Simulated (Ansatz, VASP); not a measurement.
Mo in VASP and in Ansatz

```
Mo
1.0
    -1.58381    1.58381    1.58381
     1.58381   -1.58381    1.58381
     1.58381    1.58381   -1.58381
Mo
1
Direct
  0.00000 0.00000 0.00000
```

Alike in both runs: task single point; functional LDA; k mesh 12 × 12 × 12; occupations gaussian, width 0.1 eV; no spin polarisation.

|  | VASP | Ansatz |
| --- | --- | --- |
| version | VASP 6.6.1 | Ansatz 0.2.0 |
| potentials or method | VASP PAW LDA potentials, release 64 (Mo_sv) | Ansatz PAW |
| plane-wave cutoff (eV) | 520 | 420 |
| valence electrons in the cell | 14 | 14 |

```tsv
	VASP	Ansatz	Ansatz less VASP
gap on the k mesh at the Fermi level (eV)	none	none	-
pressure (GPa)	-13.2	-14.2	-1.03
```

A gap of «none» marks a metal or a gap that the smearing closes.

Caveats: the PAW data sets come from PBE, with cores solved anew for the run's functional, which leaves a small shift of forces and pressure (Ansatz).
